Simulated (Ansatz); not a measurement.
Geometry optimisation, DFT PBEsol, scalar-relativistic, plane waves, PAW in Ansatz 0.2.0.

Input:

```yaml
crystal:
  lattice:
    - [7.62, 0.0, 0.0]
    - [-3.81, 6.599114, 0.0]
    - [0.0, 0.0, 6.598]
  atoms:
    - { symbol: B, position: [0.1111111, 0.22222221, 0.25] }
    - { symbol: B, position: [0.22222222, 0.1111111, 0.75] }
    - { symbol: "N", position: [0.1111111, 0.22222221, 0.75] }
    - { symbol: "N", position: [0.22222222, 0.1111111, 0.25] }
    - { symbol: B, position: [0.11111109, 0.55555552, 0.25] }
    - { symbol: B, position: [0.22222221, 0.44444442, 0.75] }
    - { symbol: "N", position: [0.11111109, 0.55555552, 0.75] }
    - { symbol: "N", position: [0.22222221, 0.44444442, 0.25] }
    - { symbol: B, position: [0.11111108, 0.88888883, 0.25] }
    - { symbol: B, position: [0.2222222, 0.77777773, 0.75] }
    - { symbol: "N", position: [-0.22222224, 0.55555552, 0.75], spin: 1.0 }
    - { symbol: "N", position: [0.2222222, 0.77777773, 0.25] }
    - { symbol: B, position: [0.44444444, 0.22222221, 0.25] }
    - { symbol: B, position: [0.55555555, 0.1111111, 0.75] }
    - { symbol: "N", position: [0.44444444, 0.22222221, 0.75] }
    - { symbol: "N", position: [0.55555555, 0.1111111, 0.25] }
    - { symbol: B, position: [0.44444443, 0.55555552, 0.25] }
    - { symbol: B, position: [0.55555554, 0.44444442, 0.75] }
    - { symbol: "N", position: [0.44444443, 0.55555552, 0.75] }
    - { symbol: "N", position: [0.55555554, 0.44444442, 0.25] }
    - { symbol: B, position: [0.44444442, 0.88888883, 0.25] }
    - { symbol: B, position: [0.55555553, 0.77777773, 0.75] }
    - { symbol: "N", position: [0.44444442, 0.88888883, 0.75] }
    - { symbol: "N", position: [0.55555553, 0.77777773, 0.25] }
    - { symbol: B, position: [0.77777777, 0.22222221, 0.25] }
    - { symbol: B, position: [0.88888889, 0.1111111, 0.75] }
    - { symbol: "N", position: [0.77777777, 0.22222221, 0.75] }
    - { symbol: "N", position: [0.88888889, 0.1111111, 0.25] }
    - { symbol: B, position: [0.77777776, 0.55555552, 0.25] }
    - { symbol: B, position: [0.88888887, 0.44444442, 0.75] }
    - { symbol: "N", position: [0.88888887, 0.44444442, 0.25] }
    - { symbol: B, position: [0.77777775, 0.88888883, 0.25] }
    - { symbol: B, position: [0.88888886, 0.77777773, 0.75] }
    - { symbol: "N", position: [0.77777775, 0.88888883, 0.75] }
    - { symbol: "N", position: [0.88888886, 0.77777773, 0.25] }
magnetization:
  spin_polarized: true
total_charge: 2
basis:
  ecutwfc: 420.0
kpoints:
  mp_grid: { grid: [2, 2, 2] }
hamiltonian:
  xc: pbesol
  pseudopotentials: { kind: paw, azcp: { folder: soft_1 } }
scf:
  occupations: { method: gaussian, width: 0.05 }
  lower_state_search: "off"
relax:
  f_tol: 0.03
  max_steps: 60
  adjacent_minimum: "off"
```

Run as:

```bash
$ ansatz run input.yaml --threads 4 --pin off --max-ram 10240MiB --backend cpu --events-out ev --progress --plain --runs-dir out
```

Where does it end, and by what steps?

The forces met the threshold. Limits of this set-up: coarse k mesh, PAW files made for another functional, charged cell in a uniform background, uncorrected. After 3 steps the energy has fallen by 0.155 eV; B10 moved furthest, 0.03 Å.

| step | energy less start (eV) | largest force component (eV/Å) | accepted |
| --- | --- | --- | --- |
| 0 | 0.0000 | 1.504 | yes |
| 1 | -0.1176 | 0.738 | yes |
| 2 | -0.1551 | 0.056 | yes |
| 3 | -0.1553 | 0.005 | yes |

```xyz
35
Lattice="7.6200 0.0000 0.0000 -3.8100 6.5991 0.0000 0.0000 0.0000 6.5980" Properties=species:S:1:pos:R:3
B -0.001 1.467 1.649
B 1.270 0.763 4.949
N 0.007 1.450 4.949
N 1.270 0.733 1.649
B -1.270 3.666 1.649
B 0.007 2.937 4.949
N -1.281 3.681 4.949
N 0.000 2.933 1.649
B -2.540 5.866 1.649
B -1.244 5.118 4.949
N -3.799 3.681 4.949
N -1.270 5.133 1.649
B 2.540 1.467 1.649
B 3.816 0.736 4.949
N 2.533 1.450 4.949
N 3.810 0.733 1.649
B 1.270 3.666 1.649
B 2.533 2.937 4.949
N 1.270 3.666 4.949
N 2.540 2.933 1.649
B 0.001 5.866 1.649
B 1.270 5.124 4.949
N -0.018 5.868 4.949
N 1.270 5.133 1.649
B 5.080 1.466 1.649
B 6.344 0.736 4.949
N 5.080 1.466 4.949
N 6.350 0.733 1.649
B 3.810 3.666 1.649
B 5.080 2.927 4.949
N 5.080 2.933 1.649
B 2.539 5.866 1.649
B 3.784 5.118 4.949
N 2.558 5.868 4.949
N 3.810 5.133 1.649
```

Run time: 23 s on 4 threads of Arm Neoverse V2, with other jobs on the host, peak memory 1.2 GiB.
